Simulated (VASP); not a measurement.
Set up this calculation in VASP 6.6.1, as the native input.

| Quantity | Value |
| --- | --- |
| Task | single point |
| Functional | PBE |
| Potentials or basis | VASP PAW PBE potentials, release 64 (Dy) |
| Cutoff | 900 eV |
| k mesh | 17 × 17 × 17 |
| Occupations | gaussian, width 0.1 eV |
| Spin | collinear spin, ferromagnetic start |
| Starting moments | [5.0] μB |
| Further INCAR settings | ADDGRID = False; ALGO = Normal; EDIFF = 1e-08 |

The structure of Dy lies in POSCAR:

```
Dy
1.0
   -2.0003821482      2.0003821482      2.0003821482
    2.0003821482     -2.0003821482      2.0003821482
    2.0003821482      2.0003821482     -2.0003821482
Dy
1
Direct
    0.0000000000      0.0000000000      0.0000000000
```

This isn't the form of Dy at room conditions, which is hcp.

These files were run (other wordings do the same):

INCAR

```
SYSTEM = Dy
  ADDGRID = .False.
  ALGO = Normal
  EDIFF = 1E-8
  ENCUT = 900
  GGA = PE
  ISIF = 2
  ISMEAR = 0
  ISPIN = 2
  LASPH = .True.
  LCHARG = .False.
  LMAXMIX = 6
  LORBIT = 11
  LREAL = .False.
  LWAVE = .False.
  MAGMOM = 5
  NELM = 100
  PREC = Accurate
  SIGMA = 0.1
```

KPOINTS

```
k-points
0
Gamma
  17 17 17
  0 0 0
```

Potentials or basis: VASP PAW PBE potentials, release 64 (Dy).

Command:

```console
$ cat potpaw_PBE.64/Dy/POTCAR > POTCAR
$ mpirun -np 1 vasp_std > vasp.out
```

Results of the run:

| Quantity | Value |
| --- | --- |
| Pressure | 1.7 GPa |
| Band gap on the k mesh | none (metal or under the smearing width) |
| Net moment | 4.46 μB per cell |
| Site moments | Dy +4.44 μB |
| Valence electrons inside the program's atomic spheres | Dy 17.80 |

Caveat: the magnetic or orbital state may not be the lowest; spin-orbit coupling is left out, which moves the levels of the heavy elements.

Wall time 10 min on 1 thread of Intel(R) Xeon(R) Platinum 8488C (Sapphire Rapids), with other jobs on the host, peak memory 0.53 GiB.
